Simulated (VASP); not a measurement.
# FeSi (P2_13) in VASP: notebook

The runs below take FeSi through single point, relaxation of cell and atoms, with PBE, r2SCAN.

Everything below comes from runs of VASP 6.6.1. Logs are shortened: lines on timing, memory, paths and dates and some standing lists are left out, and cuts for length are marked.

### 1 Starting point

It takes space group P2_13 (No. 198, cubic). Conventional cell: a = 4.448 Å, b = 4.448 Å, c = 4.448 Å, α = 90.00°, β = 90.00°, γ = 90.00°. Fe (site symmetry 3) is surrounded by 7 Si at 2.27 to 2.50 Å. Si (site symmetry 3) has 7 Fe at 2.27 to 2.50 Å as nearest neighbours.

### 2 Single point, PBE

The input, INCAR:

```
SYSTEM = FeSi
  PREC = Accurate
  ENCUT = 520
  EDIFF = 1E-6
  ISMEAR = 0
  SIGMA = 0.05
  LREAL = .FALSE.
  LASPH = .TRUE.
  NELM = 100
  ALGO = Normal
  ISIF = 2
  LWAVE = .FALSE.
  LCHARG = .TRUE.
  GGA = PE
  LELF = .TRUE.
  LVHAR = .TRUE.
  NBANDS = 34
```

The input, KPOINTS:

```
Automatic mesh
0
G
  4 4 4
  0 0 0
```

The input, POSCAR:

```
FeSi
1.0
    4.4479762236      0.0000000000      0.0000000000
    0.0000000000      4.4479762236      0.0000000000
    0.0000000000      0.0000000000      4.4479762236
Fe Si
4 4
Direct
    0.1360002208      0.1360002208      0.1360002208
    0.3639997792      0.8639997792      0.6360002208
    0.6360002208      0.3639997792      0.8639997792
    0.8639997792      0.6360002208      0.3639997792
    0.8407423996      0.8407423996      0.8407423996
    0.6592576004      0.1592576004      0.3407423996
    0.3407423996      0.6592576004      0.1592576004
    0.1592576004      0.3407423996      0.6592576004
```

Potentials or basis: VASP PAW PBE potentials, release 64 (Fe, Si).

Launch:

```console
> cat potpaw_PBE.64/Fe/POTCAR potpaw_PBE.64/Si/POTCAR > POTCAR
> mpirun -np 1 vasp_std > vasp.out
```

OUTCAR:

```text
SYSTEM = FeSi
   PREC = Accurate
   ENCUT = 520
   EDIFF = 1E-6
   ISMEAR = 0
   LREAL = .FALSE.
   LASPH = .TRUE.
   NELM = 100
   ISIF = 2
   GGA = PE

 ion  position               nearest neighbor table
   1  0.136  0.136  0.136-   5 2.27   6 2.31   7 2.31   8 2.31   7 2.50   8 2.50   6 2.50   3 2.73
                             4 2.73   2 2.73   2 2.73   4 2.73   3 2.73
   2  0.364  0.864  0.636-   6 2.27   5 2.31   7 2.31   8 2.31   7 2.50   8 2.50   5 2.50   1 2.73
                             1 2.73   3 2.73   3 2.73   4 2.73   4 2.73
   3  0.636  0.364  0.864-   7 2.27   6 2.31   5 2.31   8 2.31   8 2.50   6 2.50   5 2.50   1 2.73
                             4 2.73   2 2.73   2 2.73   4 2.73   1 2.73
   4  0.864  0.636  0.364-   8 2.27   6 2.31   7 2.31   5 2.31   6 2.50   5 2.50   7 2.50   1 2.73
                             3 2.73   2 2.73   1 2.73   2 2.73   3 2.73
   5  0.841  0.841  0.841-   1 2.27   2 2.31   3 2.31   4 2.31   3 2.50   4 2.50   2 2.50   6 2.76
                             7 2.76   8 2.76   6 2.76   8 2.76   7 2.76
   6  0.659  0.159  0.341-   2 2.27   1 2.31   3 2.31   4 2.31   3 2.50   4 2.50   1 2.50   8 2.76
                             5 2.76   5 2.76   7 2.76   7 2.76   8 2.76
   7  0.341  0.659  0.159-   3 2.27   2 2.31   1 2.31   4 2.31   4 2.50   2 2.50   1 2.50   8 2.76
                             5 2.76   8 2.76   6 2.76   6 2.76   5 2.76
   8  0.159  0.341  0.659-   4 2.27   2 2.31   3 2.31   1 2.31   2 2.50   1 2.50   3 2.50   7 2.76
                             5 2.76   7 2.76   5 2.76   6 2.76   6 2.76

  LATTYP: Found a simple cubic cell.
 ALAT       =     4.4479762236

  Lattice vectors:

 A1 = (   4.4479762236,   0.0000000000,   0.0000000000)
 A2 = (   0.0000000000,   4.4479762236,   0.0000000000)
 A3 = (   0.0000000000,   0.0000000000,   4.4479762236)

Analysis of symmetry for initial positions (statically):
=====================================================================
 Subroutine PRICEL returns:
 Original cell was already a primitive cell.

 Routine SETGRP: Setting up the symmetry group for a
 simple cubic supercell.

 Subroutine GETGRP returns: Found 12 space group operations
 (whereof  3 operations were pure point group operations)
 out of a pool of 48 trial point group operations.

The static configuration has the point symmetry C_3 .
 The point group associated with its full space group is T   .

Analysis of symmetry for dynamics (positions and initial velocities):
=====================================================================
 Subroutine PRICEL returns:
 Original cell was already a primitive cell.

 Routine SETGRP: Setting up the symmetry group for a
 simple cubic supercell.

 Subroutine GETGRP returns: Found 12 space group operations
 (whereof  3 operations were pure point group operations)
 out of a pool of 48 trial point group operations.

The dynamic configuration has the point symmetry C_3 .
 The point group associated with its full space group is T   .

 Subroutine INISYM returns: Found 12 space group operations
 (whereof  3 operations are pure point group operations),
 and found     1 'primitive' translations

----------------------------------------------------------------------------------------

                                     Primitive cell

  volume of cell :      88.0010

  direct lattice vectors                    reciprocal lattice vectors
     4.447976224  0.000000000  0.000000000     0.224821346  0.000000000  0.000000000
     0.000000000  4.447976224  0.000000000     0.000000000  0.224821346  0.000000000
     0.000000000  0.000000000  4.447976224     0.000000000  0.000000000  0.224821346

  length of vectors
     4.447976224  4.447976224  4.447976224     0.224821346  0.224821346  0.224821346

  position of ions in fractional coordinates (direct lattice)
     0.136000221  0.136000221  0.136000221
     0.363999779  0.863999779  0.636000221
     0.636000221  0.363999779  0.863999779
     0.863999779  0.636000221  0.363999779
     0.840742400  0.840742400  0.840742400
     0.659257600  0.159257600  0.340742400
     0.340742400  0.659257600  0.159257600
     0.159257600  0.340742400  0.659257600

  ion indices of the primitive-cell ions
   primitive index   ion index
                 1           1
                 2           2
                 3           3
                 4           4
                 5           5
                 6           6
                 7           7
                 8           8

----------------------------------------------------------------------------------------

 KPOINTS: Automatic mesh

Automatic generation of k-mesh.
 Grid dimensions read from file:
 generate k-points for:    4    4    4

 Generating k-lattice:

  Cartesian coordinates                     Fractional coordinates (reciprocal lattice)
     0.056205336  0.000000000  0.000000000     0.250000000  0.000000000  0.000000000
[... 38 lines left out ...]
   ICHARG =      2    charge: 1-file 2-atom 10-const
   ISPIN  =      1    spin polarized calculation?
   LNONCOLLINEAR =      F non collinear calculations
   LSORBIT =      F    spin-orbit coupling
   LASPH  =      T    aspherical Exc in radial PAW
   ENCUT  =  520.0 eV  38.22 Ry    6.18 a.u.   8.27  8.27  8.27*2*pi/ulx,y,z
   NELM   =    100;   NELMIN=  2; NELMDL= -5     # of ELM steps
   EDIFF  = 0.1E-05   stopping-criterion for ELM
   LREAL  =      F    real-space projection
   EDIFFG = 0.1E-04   stopping-criterion for IOM
   NSW    =      0    number of steps for IOM
   IBRION =     -1    ionic relax: 0-MD 1-quasi-New 2-CG
   NFREE  =      0    steps in history (QN), initial steepest desc. (CG)
   ISIF   =      2    stress and relaxation
   ISYM   =      2    0-nonsym 1-usesym 2-fastsym
   POTIM  = 0.5000    time-step for ionic-motion
   TEBEG  =    0.0;   TEEND  =   0.0 temperature during run
   PSTRESS=    0.0 pullay stress
   NELECT =      48.0000    total number of electrons
   NUPDOWN=      -1.0000    fix difference up-down
   EMIN   =  10.00;   EMAX   =-10.00  energy-range for DOS
   EFERMI =   0.00;   METHOD = LEGACY
   ISMEAR =     0;   SIGMA  =   0.05  broadening in eV -4-tet -1-fermi 0-gaus
   EFERMI_NEDOS =   21; number of points for ismear=-14 and -15
   IALGO  =     38    algorithm
   IMIX   =      4    mixing-type and parameters
     AMIX     =   0.40;   BMIX     =  1.00
     AMIX_MAG =   1.60;   BMIX_MAG =  1.00
  volume/ion in A,a.u.               =      11.00        74.23
  Fermi-wavevector in a.u.,A,eV,Ry     =   1.337600  2.527697 24.343171  1.789173
  Thomas-Fermi vector in A             =   2.466136
   LORBIT       =      0    0 simple, 1 ext, 2 COOP (PROOUT), +10 PAW based schemes
   GGA     = PE    functional components
   LHFCALC =     F    Hartree Fock is set to
   AEXX    =    0.0000 exact exchange contribution
   IVDW    =     0    specifies the selected vdW correction
   LEPSILON=     F    determine dielectric tensor
   LRPA    =     F    only Hartree local field effects (RPA)
 non-spin polarized calculation
 Gauss-broadening in eV      SIGMA  =   0.05
  energy-cutoff  :      520.00
  volume of cell :       88.00
 maximum number of plane-waves:      2392
 NGX is ok and might be reduce to    36
   NGX = 17   NGY = 17   NGZ = 17

 number of electron      48.0000013 magnetization

 Free energy of the ion-electron system (eV)
  ---------------------------------------------------
  ext. energy  EPLUGINS =         0.00000000
  ---------------------------------------------------
  free energy    TOTEN  =       -58.78570917 eV

  energy without entropy =      -58.78510233  energy(sigma->0) =      -58.78540575

 E-fermi :   9.7989     XC(G=0): -12.7991

 val. band max:        9.7139576276   @ k =   0.5000   0.0000   0.0000
 cond. band min:       9.8850634699   @ k =   0.2500   0.2500   0.0000
 fundamental gap:      0.1711058423
 Fermi energy:         9.7989443962

 k-point     1 :       0.0000    0.0000    0.0000
  band No.  band energies     occupation
      1      -3.5182      2.00000
      2       1.8374      2.00000
      3       1.8374      2.00000
      4       1.8374      2.00000
      5       4.6745      2.00000
      6       4.6745      2.00000
[... 26 lines left out ...]
     33      14.0344      0.00000
     34      14.0344      0.00000
[... 339 lines left out ...]
      4       0.6203      2.00000
      5       3.2502      2.00000
      6       3.2502      2.00000
[... 26 lines left out ...]
     33      15.8707      0.00000
     34      15.8707      0.00000

------------------------ aborting loop because EDIFF is reached ----------------------------------------

  FORCE on cell =-STRESS in cart. coord.  units (eV):
  Direction    XX          YY          ZZ          XY          YZ          ZX
  --------------------------------------------------------------------------------------
  -------------------------------------------------------------------------------------
  Total        0.0937621      0.0937621      0.0937621      0.0000000      0.0000000      0.0000000
  in kB        1.7070665      1.7070665      1.7070665      0.0000000      0.0000000      0.0000000
  external PRESSURE =       1.7070665 kB  Pullay stress =       0.0000000 kB

 VOLUME and BASIS-vectors are now :
 -----------------------------------------------------------------------------
  energy-cutoff  :      520.00
  volume of cell :       88.00
      direct lattice vectors                 reciprocal lattice vectors
     4.447976224  0.000000000  0.000000000     0.224821346  0.000000000  0.000000000
     0.000000000  4.447976224  0.000000000     0.000000000  0.224821346  0.000000000
     0.000000000  0.000000000  4.447976224     0.000000000  0.000000000  0.224821346

 POSITION                                       TOTAL-FORCE (eV/Angst)
 -----------------------------------------------------------------------------------
      0.60493      0.60493      0.60493         0.020395      0.020395      0.020395
      1.61906      3.84305      2.82891        -0.020395     -0.020395      0.020395
      2.82891      1.61906      3.84305         0.020395     -0.020395     -0.020395
      3.84305      2.82891      1.61906        -0.020395      0.020395     -0.020395
      3.73960      3.73960      3.73960         0.001195      0.001195      0.001195
      2.93236      0.70837      1.51561        -0.001195     -0.001195      0.001195
      1.51561      2.93236      0.70837         0.001195     -0.001195     -0.001195
      0.70837      1.51561      2.93236        -0.001195      0.001195     -0.001195
 -----------------------------------------------------------------------------------
    total drift:                               -0.000001     -0.000001     -0.000000

  FREE ENERGIE OF THE ION-ELECTRON SYSTEM (eV)
  ---------------------------------------------------
  free  energy   TOTEN  =       -58.7857091655 eV

  energy  without entropy=      -58.7851023337  energy(sigma->0) =      -58.78540575
```

Run time: 26 s. Hardware: 1 thread of AMD EPYC 9R45 (Zen 5), shared host; peak memory 0.17 GiB.

What came out:

```yaml
Free_energy: -58.7857 eV
Pressure: 0.2 GPa
Largest_force: 0.035 eV/Å
Band_gap_on_the_k_mesh: 0.17 eV, indirect (least direct gap 0.20 eV)
```

Forces on the atoms (eV/Å):
```
Fe   0.020  0.020  0.020
Fe  -0.020 -0.020  0.020
Fe   0.020 -0.020 -0.020
Fe  -0.020  0.020 -0.020
Si   0.001  0.001  0.001
Si  -0.001 -0.001  0.001
Si   0.001 -0.001 -0.001
Si  -0.001  0.001 -0.001
```

Levels at points of the mesh, in eV from the valence-band top:
```csv
k point,band 22,band 23,band 24,band 25,band 26,band 27
"(0.00, 0.00, 0.00)",-0.28,-0.03,-0.03,0.67,0.67,0.67
"(0.50, 0.00, 0.00)",-0.37,0.00,0.00,0.21,0.21,1.73
"(0.50, 0.50, 0.00)",-1.00,-0.35,-0.35,0.65,0.65,1.31
"(0.50, 0.50, 0.50)",-0.66,-0.66,-0.66,0.51,0.51,0.51
```

A k mesh can miss the band edges. Spin polarisation is off, so any magnetic state and its effect on volume and gap are missing.

### 3 Relaxation of cell and atoms, PBE

This run uses another cell than the first one, of 11.78 Å³/atom, 1.071 times its volume.

The input, INCAR:

```
SYSTEM = FeSi
ALGO = Normal
EDIFF = 1E-6
EDIFFG = -0.03
ENCUT = 600
GGA = PE
IBRION = 2
ISIF = 3
ISMEAR = 0
LASPH = .True.
LCHARG = .False.
LREAL = .False.
LWAVE = .False.
NELM = 100
NSW = 80
PREC = Accurate
SIGMA = 0.05
```

The input, KPOINTS:

```
k-points
0
Gamma
  4 4 4
  0 0 0
```

The input, POSCAR:

```
FeSi
1.0
    4.5507000000      0.0000000000      0.0000000000
    0.0000000000      4.5507000000      0.0000000000
    0.0000000000      0.0000000000      4.5507000000
Fe Si
4 4
Direct
    0.1365200000      0.1365200000      0.1365200000
    0.3634800000      0.8634800000      0.6365200000
    0.6365200000      0.3634800000      0.8634800000
    0.8634800000      0.6365200000      0.3634800000
    0.8424000000      0.8424000000      0.8424000000
    0.6576000000      0.1576000000      0.3424000000
    0.3424000000      0.6576000000      0.1576000000
    0.1576000000      0.3424000000      0.6576000000
```

Potentials or basis: VASP PAW PBE potentials, release 64 (Fe, Si).

Launch:

```console
> cat potpaw_PBE.64/Fe/POTCAR potpaw_PBE.64/Si/POTCAR > POTCAR
> mpirun -np 1 vasp_std > vasp.out
```

Run time: 76 s. Hardware: 1 thread of AMD EPYC 9R45 (Zen 5), shared host; peak memory 0.19 GiB.

Results (log left out):

```yaml
Free_energy: -58.7862 eV
Relaxed_volume: 11.00 Å³/atom
Relaxed_cell: a = 4.448 Å, b = 4.448 Å, c = 4.448 Å, α = 90.00°, β = 90.00°, γ = 90.00°
Space_group_after_relaxing_to_0.05_Å: P2_13 (No. 198)
Energy_gained_by_relaxing: 36.5 meV/atom
Ionic_steps: 5
Pressure_after_relaxing: 0.1 GPa
Largest_force_after_relaxing: 0.027 eV/Å
Band_gap_on_the_k_mesh: 0.17 eV, indirect (least direct gap 0.20 eV)
```

Forces in eV/Å, atoms in the order of the input:
```
Fe   0.010  0.010  0.010
Fe  -0.010 -0.010  0.010
Fe   0.010 -0.010 -0.010
Fe  -0.010  0.010 -0.010
Si  -0.015 -0.015 -0.015
Si   0.015  0.015 -0.015
Si  -0.015  0.015  0.015
Si   0.015 -0.015  0.015
```

Step by step:
| step | energy change (eV) | largest force (eV/Å) | pressure (GPa) | volume (Å³) |
| --- | --- | --- | --- | --- |
| 1 | 0.0000 | 0.2784 | -13.71 | 94.24 |
| 2 | 0.1737 | 0.5228 | 22.96 | 81.15 |
| 3 | -0.2899 | 0.1208 | -0.23 | 88.11 |
| 4 | -0.2900 | 0.1168 | 0.06 | 87.99 |
| 5 | -0.2919 | 0.0267 | 0.06 | 88.00 |

Final structure:
```yaml
crystal:
  lattice:
    - [4.44791, 0.00000, 0.00000]
    - [0.00000, 4.44791, 0.00000]
    - [0.00000, 0.00000, 4.44791]
  atoms:
    - { symbol: Fe, position: [0.13622, 0.13622, 0.13622] }
    - { symbol: Fe, position: [0.36378, 0.86378, 0.63622] }
    - { symbol: Fe, position: [0.63622, 0.36378, 0.86378] }
    - { symbol: Fe, position: [0.86378, 0.63622, 0.36378] }
    - { symbol: Si, position: [0.84100, 0.84100, 0.84100] }
    - { symbol: Si, position: [0.65900, 0.15900, 0.34100] }
    - { symbol: Si, position: [0.34100, 0.65900, 0.15900] }
    - { symbol: Si, position: [0.15900, 0.34100, 0.65900] }
```

Levels at points of the mesh, in eV from the valence-band top:
| k point | band 21 | band 22 | band 23 | band 24 | band 25 | band 26 | band 27 | band 28 |
| --- | --- | --- | --- | --- | --- | --- | --- | --- |
| (0.00, 0.00, 0.00) | -0.28 | -0.28 | -0.03 | -0.03 | 0.67 | 0.67 | 0.67 | 3.04 |
| (0.50, 0.00, 0.00) | -0.37 | -0.37 | 0.00 | 0.00 | 0.20 | 0.20 | 1.73 | 1.73 |
| (0.50, 0.50, 0.00) | -1.00 | -1.00 | -0.35 | -0.35 | 0.65 | 0.65 | 1.31 | 1.31 |
| (0.50, 0.50, 0.50) | -0.66 | -0.66 | -0.66 | -0.66 | 0.50 | 0.50 | 0.50 | 0.50 |

### 4 Single point, r2SCAN

This run uses another cell than the first one, of 10.67 Å³/atom, 0.970 times its volume.

The input, POSCAR:

```
FeSi
1.0
    4.4030731406      0.0000000000      0.0000000000
    0.0000000000      4.4030731406      0.0000000000
    0.0000000000      0.0000000000      4.4030731406
Fe Si
4 4
Direct
    0.1366691415      0.1366691415      0.1366691415
    0.3633308585      0.8633308585      0.6366691415
    0.6366691415      0.3633308585      0.8633308585
    0.8633308585      0.6366691415      0.3633308585
    0.8411270226      0.8411270226      0.8411270226
    0.6588729774      0.1588729774      0.3411270226
    0.3411270226      0.6588729774      0.1588729774
    0.1588729774      0.3411270226      0.6588729774
```

The input, INCAR.step1:

```
SYSTEM = FeSi
  PREC = Accurate
  ENCUT = 520
  ISMEAR = 0
  SIGMA = 0.05
  LREAL = .False.
  LASPH = .True.
  NELM = 100
  NBANDS = 34
  GGA = PE
  ALGO = Normal
  EDIFF = 1E-4
  LWAVE = .True.
  LCHARG = .False.
```

The input, INCAR.step2:

```
SYSTEM = FeSi
  PREC = Accurate
  ENCUT = 520
  EDIFF = 1E-7
  ISMEAR = 0
  SIGMA = 0.05
  LREAL = .False.
  LASPH = .True.
  NELM = 100
  ALGO = Normal
  ISIF = 2
  LWAVE = .False.
  LCHARG = .False.
  METAGGA = R2SCAN
  LMIXTAU = .True.
  NBANDS = 34
  ISTART = 1
```

The input, KPOINTS:

```
Automatic mesh
0
Gamma
  8 8 8
  0 0 0
```

Launch:

```console
> cat potpaw_PBE.64/Fe/POTCAR potpaw_PBE.64/Si/POTCAR > POTCAR
> cp INCAR.step1 INCAR
> mpirun -np 1 vasp_std > vasp.out
> cp INCAR.step2 INCAR
> mpirun -np 1 vasp_std > vasp.out
```

Wall time 5.7 min (1 thread of AMD EPYC 9R45 (Zen 5), shared host); peak memory 0.25 GiB.

It converged, with:

- Free energy: -94.7645 eV
- Pressure: 0.4 GPa
- Largest force: 0.036 eV/Å
- Band gap on the k mesh: 0.33 eV, indirect (least direct gap 0.33 eV)

Forces on the atoms (eV/Å):
```
Fe   0.021  0.021  0.021
Fe  -0.021 -0.021  0.021
Fe   0.021 -0.021 -0.021
Fe  -0.021  0.021 -0.021
Si   0.001  0.001  0.001
Si  -0.001 -0.001  0.001
Si   0.001 -0.001 -0.001
Si  -0.001  0.001 -0.001
```

Levels at points of the mesh, in eV from the valence-band top:
```
           k point  band 21  band 22  band 23  band 24  band 25  band 26  band 27  band 28
(0.00, 0.00, 0.00)    -0.38    -0.38    -0.12    -0.12     0.85     0.85     0.85     3.41
(0.50, 0.00, 0.00)    -0.48    -0.48    -0.05    -0.05     0.37     0.37     1.96     1.96
(0.50, 0.50, 0.00)    -1.10    -1.10    -0.44    -0.44     0.81     0.81     1.56     1.56
(0.50, 0.50, 0.50)    -0.79    -0.79    -0.79    -0.79     0.73     0.73     0.73     0.73
```

Caveat: the PAW data sets were made with another functional, which shifts forces and pressure a little.

### 5 Overview

```csv
task,level,cell,k mesh,cutoff (eV),gap on the mesh (eV),pressure (GPa),largest force (eV/Å)
single point,PBE,"P2_13, 11.0 Å³/atom",4 × 4 × 4,520,0.17,0.2,0.04
relaxation of cell and atoms,PBE,relaxed,4 × 4 × 4,600,0.17,0.1,0.03
single point,r2SCAN,"P2_13, 10.67 Å³/atom",8 × 8 × 8,520,0.33,0.4,0.04
```

Alike in all rows: potentials or basis VASP PAW PBE potentials, release 64 (Fe, Si); no spin polarisation; smearing gaussian 0.05 eV.

Caveats: the PAW data sets were made with another functional, which shifts forces and pressure a little (some runs).

Total energies depend on the potentials used, so only differences within one code and one set of settings carry meaning.
